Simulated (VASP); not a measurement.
# Al2O3 (Corundum) (R-3c) in VASP: dielectric tensor with LDA

Aim: the dielectric tensor of Al2O3 (Corundum) with LDA.

Everything below comes from runs of VASP 6.6.1. Logs are shortened: lines on timing, memory, paths and dates and some standing lists are left out, and cuts for length are marked.

**Measured values to compare with.**

From “Multi-petahertz electron interference in Cr:Al2O3 solid-state material”, 2018, pmc:5906618, for a bulk crystal of Al2O3: band gap 8.7 eV (optical).

How close the calculation comes is told below.

## 1. The crystal as given

The structure is trigonal, space group R-3c (No. 167). The conventional cell has a = 4.760 Å, b = 4.760 Å, c = 12.996 Å, α = 90.00°, β = 90.00°, γ = 120.00°. Al (site symmetry 3) has 6 O at 1.85 to 1.97 Å as nearest neighbours. O (site symmetry 2) has 4 Al at 1.85 to 1.97 Å as nearest neighbours.

## 2. Dielectric tensor, LDA

INCAR

```
PREC = Accurate ; ENCUT = 520
EDIFF = 1E-8 ; ISMEAR = 0
SIGMA = 0.01 ; LREAL = F
LASPH = T ; NELM = 100
ALGO = Fast ; ISIF = 2
LWAVE = F ; LCHARG = F
GGA = CA ; LEPSILON = T
```

KPOINTS

```
Automatic mesh
0
Gamma
  5 5 5
```

POSCAR

```
Al2O3
1.0
    5.1302230000      0.0000000000      0.0000000000
    2.9215121026      4.2171026860      0.0000000000
    2.9215121026      1.5301442954      3.9297090859
Al O
4 6
Direct
    0.3521600000      0.3521600000      0.3521600000
    0.1478400000      0.1478400000      0.1478400000
    0.6478400000      0.6478400000      0.6478400000
    0.8521600000      0.8521600000      0.8521600000
    0.5566800000      0.9433200000      0.2500000000
    0.2500000000      0.5566800000      0.9433200000
    0.9433200000      0.2500000000      0.5566800000
    0.4433200000      0.0566800000      0.7500000000
    0.7500000000      0.4433200000      0.0566800000
    0.0566800000      0.7500000000      0.4433200000
```

Potentials or basis: VASP PAW LDA potentials, release 64 (Al, O).

The run is started by

```bash
cat potpaw_LDA.64/Al/POTCAR potpaw_LDA.64/O/POTCAR > POTCAR
mpirun -np 1 vasp_std > vasp.out
```

OUTCAR:

```text
PREC = Accurate
   ENCUT = 520
   EDIFF = 1E-8
   ISMEAR = 0
   LREAL = F
   LASPH = T
   NELM = 100
   ISIF = 2
   GGA = CA
   LEPSILON = T

 ion  position               nearest neighbor table
   1  0.352  0.352  0.352-   9 1.85   8 1.85  10 1.85   7 1.97   6 1.97   5 1.97   2 2.66   3 2.79
                             3 2.79   3 2.79   2 3.22   2 3.22   2 3.22
   2  0.148  0.148  0.148-   9 1.85  10 1.85   8 1.85   5 1.97   6 1.97   7 1.97   1 2.66   4 2.79
                             4 2.79   4 2.79   1 3.22   1 3.22   1 3.22
   3  0.648  0.648  0.648-   6 1.85   5 1.85   7 1.85  10 1.97   9 1.97   8 1.97   4 2.66   1 2.79
                             1 2.79   1 2.79   4 3.22   4 3.22   4 3.22
   4  0.852  0.852  0.852-   6 1.85   7 1.85   5 1.85   8 1.97   9 1.97  10 1.97   3 2.66   2 2.79
                             2 2.79   2 2.79   3 3.22   3 3.22   3 3.22
   5  0.557  0.943  0.250-   3 1.85   4 1.85   2 1.97   1 1.97
   6  0.250  0.557  0.943-   4 1.85   3 1.85   2 1.97   1 1.97
   7  0.943  0.250  0.557-   4 1.85   3 1.85   1 1.97   2 1.97
   8  0.443  0.057  0.750-   1 1.85   2 1.85   4 1.97   3 1.97
   9  0.750  0.443  0.057-   2 1.85   1 1.85   4 1.97   3 1.97
  10  0.057  0.750  0.443-   2 1.85   1 1.85   3 1.97   4 1.97

  LATTYP: Found a trigonal (rhomboedric) cell.
 ALAT       =     5.1302230000
 COS(alpha) =     0.5694707818

  Lattice vectors:

 A1 = (   5.1302230000,   0.0000000000,   0.0000000000)
 A2 = (   2.9215121026,   4.2171026860,   0.0000000000)
 A3 = (   2.9215121026,   1.5301442954,   3.9297090859)

Analysis of symmetry for initial positions (statically):
=====================================================================
 Subroutine PRICEL returns:
 Original cell was already a primitive cell.

 Routine SETGRP: Setting up the symmetry group for a
 trigonal (rhombohedral) supercell.

 Subroutine GETGRP returns: Found 12 space group operations
 (whereof  6 operations were pure point group operations)
 out of a pool of 12 trial point group operations.

The static configuration has the point symmetry S_6 .
 The point group associated with its full space group is D_3d.

Analysis of symmetry for dynamics (positions and initial velocities):
=====================================================================
 Subroutine PRICEL returns:
 Original cell was already a primitive cell.

 Routine SETGRP: Setting up the symmetry group for a
 trigonal (rhombohedral) supercell.

 Subroutine GETGRP returns: Found 12 space group operations
 (whereof  6 operations were pure point group operations)
 out of a pool of 12 trial point group operations.

The dynamic configuration has the point symmetry S_6 .
 The point group associated with its full space group is D_3d.

 Subroutine INISYM returns: Found 12 space group operations
 (whereof  6 operations are pure point group operations),
 and found     1 'primitive' translations

----------------------------------------------------------------------------------------

                                     Primitive cell

  volume of cell :      85.0180

  direct lattice vectors                    reciprocal lattice vectors
     5.130223000  0.000000000  0.000000000     0.194923301 -0.135038396 -0.092333184
     2.921512103  4.217102686  0.000000000     0.000000000  0.237129630 -0.092333184
     2.921512103  1.530144295  3.929709086     0.000000000  0.000000000  0.254471763

  length of vectors
     5.130223000  5.130223000  5.130223000     0.254471763  0.254471763  0.254471763

  position of ions in fractional coordinates (direct lattice)
     0.352160000  0.352160000  0.352160000
     0.147840000  0.147840000  0.147840000
     0.647840000  0.647840000  0.647840000
     0.852160000  0.852160000  0.852160000
     0.556680000  0.943320000  0.250000000
     0.250000000  0.556680000  0.943320000
     0.943320000  0.250000000  0.556680000
     0.443320000  0.056680000  0.750000000
     0.750000000  0.443320000  0.056680000
     0.056680000  0.750000000  0.443320000

  ion indices of the primitive-cell ions
   primitive index   ion index
                 1           1
                 2           2
                 3           3
                 4           4
                 5           5
                 6           6
                 7           7
                 8           8
                 9           9
                10          10

----------------------------------------------------------------------------------------

 KPOINTS: Automatic mesh

Automatic generation of k-mesh.
 Grid dimensions read from file:
 generate k-points for:    5    5    5

 Generating k-lattice:

[... 81 lines left out ...]
   LHFCALC =     F    Hartree Fock is set to
   AEXX    =    0.0000 exact exchange contribution
   IVDW    =     0    specifies the selected vdW correction
   LEPSILON=     T    determine dielectric tensor
   LRPA    =     F    only Hartree local field effects (RPA)
 non-spin polarized calculation
 RMM-DIIS sequential band-by-band and
 Gauss-broadening in eV      SIGMA  =   0.01
  energy-cutoff  :      520.00
  volume of cell :       85.02
 maximum number of plane-waves:      2304
 NGX is ok and might be reduce to    40
   NGX = 19   NGY = 19   NGZ = 19

--------------------------------------- Ionic step        1  -------------------------------------------

 number of electron      48.0000013 magnetization

 E-fermi :   5.9593     XC(G=0): -12.1650

 val. band max:        5.8298767782   @ k =   0.0000   0.0000   0.0000
 cond. band min:      11.9963714288   @ k =   0.0000   0.0000   0.0000
 fundamental gap:      6.1664946506
 Fermi energy:         5.9592692461

 k-point     1 :       0.0000    0.0000    0.0000
  band No.  band energies     occupation
      1     -13.1920      2.00000
      2     -10.7621      2.00000
      3     -10.4680      2.00000
      4     -10.4680      2.00000
      5     -10.1418      2.00000
      6     -10.1418      2.00000
[... 616 lines left out ...]
     29      17.2413      0.00000
     30      17.3700      0.00000

  FORCE on cell =-STRESS in cart. coord.  units (eV):
  Direction    XX          YY          ZZ          XY          YZ          ZX
  --------------------------------------------------------------------------------------
  -------------------------------------------------------------------------------------
  Total       -2.4824538     -2.3674462     -2.3442973     -0.0830048     -0.0297254     -0.0567549
  in kB      -46.7822327    -44.6148959    -44.1786512     -1.5642383     -0.5601807     -1.0695558
  external PRESSURE =     -45.1919266 kB  Pullay stress =       0.0000000 kB

 VOLUME and BASIS-vectors are now :
 -----------------------------------------------------------------------------
  energy-cutoff  :      520.00
  volume of cell :       85.02
      direct lattice vectors                 reciprocal lattice vectors
     5.130223000  0.000000000  0.000000000     0.194923301 -0.135038396 -0.092333184
     2.921512103  4.217102686  0.000000000     0.000000000  0.237129630 -0.092333184
     2.921512103  1.530144295  3.929709086     0.000000000  0.000000000  0.254471763

 POSITION                                       TOTAL-FORCE (eV/Angst)
 -----------------------------------------------------------------------------------
      3.86434      2.02395      1.38389        -0.048584     -0.025446     -0.017399
      1.62228      0.84967      0.58097         0.048584      0.025446      0.017399
      7.10891      3.72330      2.54582         0.048584      0.025446      0.017399
      9.35096      4.89757      3.34874        -0.048584     -0.025446     -0.017399
      6.34219      4.36061      0.98243        -0.057391      0.109577     -0.000000
      5.66482      3.79099      3.70697         0.000000     -0.069818      0.102109
      7.19617      1.90608      2.18759         0.057391     -0.039759     -0.102109
      4.63106      1.38663      2.94728         0.057391     -0.109577      0.000000
      5.30842      1.95625      0.22274         0.000000      0.069818     -0.102109
      3.77708      3.84117      1.74212        -0.057391      0.039759      0.102109
 -----------------------------------------------------------------------------------
    total drift:                               -0.000000     -0.000000     -0.000000

  FREE ENERGIE OF THE ION-ELECTRON SYSTEM (eV)
  ---------------------------------------------------
  free  energy   TOTEN  =       -83.0835116785 eV

  energy  without entropy=      -83.0835116785  energy(sigma->0) =      -83.08351168

 HEAD OF MICROSCOPIC STATIC DIELECTRIC TENSOR (INDEPENDENT PARTICLE, excluding Hartree and local field effects)
 ------------------------------------------------------
           3.347268    -0.016170    -0.011056
          -0.016170     3.369673    -0.005791
          -0.011056    -0.005791     3.374182
 ------------------------------------------------------

 Free energy of the ion-electron system (eV)
  ---------------------------------------------------
  ---------------------------------------------------
  free energy    TOTEN  =        -0.55665717 eV

  energy without entropy =       -0.55665717

------------------------ aborting loop because EDIFF is reached ----------------------------------------

--------------------------------------- Ionic step        2  -------------------------------------------

------------------------ aborting loop because EDIFF is reached ----------------------------------------

--------------------------------------- Ionic step        3  -------------------------------------------

 Free energy of the ion-electron system (eV)
  ---------------------------------------------------
  ---------------------------------------------------
  free energy    TOTEN  =        -0.56219910 eV

  energy without entropy =       -0.56219910

------------------------ aborting loop because EDIFF is reached ----------------------------------------

 PIEZOELECTRIC TENSOR FIELD DIRECTION 3  (e Angst)
 -----------------------------------------------------------------------------
    -0.00002  0.00003  0.00004           ( -0.00000  0.00000 -0.00001)
     0.00003 -0.00006  0.00002           (  0.00000 -0.00001 -0.00000)
     0.00004  0.00002 -0.00024           ( -0.00001 -0.00000  0.00000)

 PIEZOELECTRIC TENSOR FIELD DIRECTION 3  (C/m^2)
 -----------------------------------------------------------------------------
    -0.00000  0.00001  0.00001
     0.00001 -0.00001  0.00000
     0.00001  0.00000 -0.00005

 MACROSCOPIC STATIC DIELECTRIC TENSOR (including local field effects in DFT)
 ------------------------------------------------------
           3.228826    -0.012931    -0.008841
          -0.012931     3.246742    -0.004631
          -0.008841    -0.004631     3.250348
 ------------------------------------------------------

 PIEZOELECTRIC TENSOR (including local field effects)  for field in x, y, z        (e  Angst)
          XX          YY          ZZ          XY          YZ          ZX
  --------------------------------------------------------------------------------
  x     0.00000     0.00000     0.00000     0.00000     0.00000     0.00000
  y     0.00000     0.00000     0.00000     0.00000     0.00000     0.00000
  z     0.00000     0.00000     0.00000     0.00000     0.00000     0.00000

 PIEZOELECTRIC TENSOR (including local field effects)  for field in x, y, z        (C/m^2)
          XX          YY          ZZ          XY          YZ          ZX
  --------------------------------------------------------------------------------
  x     0.00000     0.00000     0.00000     0.00000     0.00000     0.00000
  y     0.00000     0.00000     0.00000     0.00000     0.00000     0.00000
  z     0.00000     0.00000     0.00000     0.00000     0.00000     0.00000

 BORN EFFECTIVE CHARGES (including local field effects) (in |e|, cummulative output)
 ---------------------------------------------------------------------------------
 ion    1
    1     2.93280    -0.01993     0.00603
    2    -0.00161     2.94772    -0.02943
    3    -0.02076     0.02172     2.95073
 ion    2
    1     2.93280    -0.00161    -0.02076
    2    -0.01993     2.94772     0.02172
    3     0.00603    -0.02943     2.95073
 ion    3
    1     2.93280    -0.01993     0.00603
    2    -0.00161     2.94772    -0.02943
    3    -0.02076     0.02172     2.95073
 ion    4
    1     2.93280    -0.00161    -0.02076
    2    -0.01993     2.94772     0.02172
    3     0.00603    -0.02943     2.95073
 ion    5
[... 8 lines left out ...]
    1    -1.83422    -0.21479     0.21420
    2    -0.13678    -2.12779    -0.05302
    3     0.18383    -0.09687    -1.92549
 ion    8
    1    -1.83422     0.12167    -0.27788
    2     0.12167    -2.00280    -0.14554
    3    -0.19416    -0.10169    -2.05048
 ion    9
    1    -2.19716     0.11466     0.07840
    2     0.03664    -1.76485     0.20627
    3     0.02506     0.20627    -1.92549
 ion   10
    1    -1.83422    -0.21479     0.21420
    2    -0.13678    -2.12779    -0.05302
    3     0.18383    -0.09687    -1.92549
```

It took 8.2 min on 1 thread of AMD EPYC 9R45 (Zen 5), shared host; peak memory 0.42 GiB.

Results:

```
Band gap on the k mesh                  : 6.17 eV, direct
Electronic dielectric tensor (diagonal) : 3.23, 3.25, 3.25
Born charges (mean of the diagonal)     : Al +2.94; O -1.96 e
```

Electronic dielectric tensor:
```
 3.23 -0.01 -0.01
-0.01  3.25  0.00
-0.01  0.00  3.25
```

Born effective charge tensors (e):
atom 1, Al
```
 2.93 -0.02  0.01
 0.00  2.95 -0.03
-0.02  0.02  2.95
```
atom 2, Al
```
 2.93  0.00 -0.02
-0.02  2.95  0.02
 0.01 -0.03  2.95
```
atom 3, Al
```
 2.93 -0.02  0.01
 0.00  2.95 -0.03
-0.02  0.02  2.95
```
atom 4, Al
```
 2.93  0.00 -0.02
-0.02  2.95  0.02
 0.01 -0.03  2.95
```
atom 5, O
```
-1.83  0.12 -0.28
 0.12 -2.00 -0.15
-0.19 -0.10 -2.05
```
atom 6, O
```
-2.20  0.11  0.08
 0.04 -1.76  0.21
 0.03  0.21 -1.93
```
atom 7, O
```
-1.83 -0.21  0.21
-0.14 -2.13 -0.05
 0.18 -0.10 -1.93
```
atom 8, O
```
-1.83  0.12 -0.28
 0.12 -2.00 -0.15
-0.19 -0.10 -2.05
```
atom 9, O
```
-2.20  0.11  0.08
 0.04 -1.76  0.21
 0.03  0.21 -1.93
```
atom 10, O
```
-1.83 -0.21  0.21
-0.14 -2.13 -0.05
 0.18 -0.10 -1.93
```

## 3. Against experiment

Step 2. Against the measured gap of Al2O3, 8.7 eV (optical; quoted in “Multi-petahertz electron interference in Cr:Al2O3 solid-state material”, 2018, pmc:5906618), the calculated 6.17 eV is off by -2.53 eV. The value is that of LDA, without temperature or zero-point motion. Semilocal functionals fall short of measured gaps as a rule.
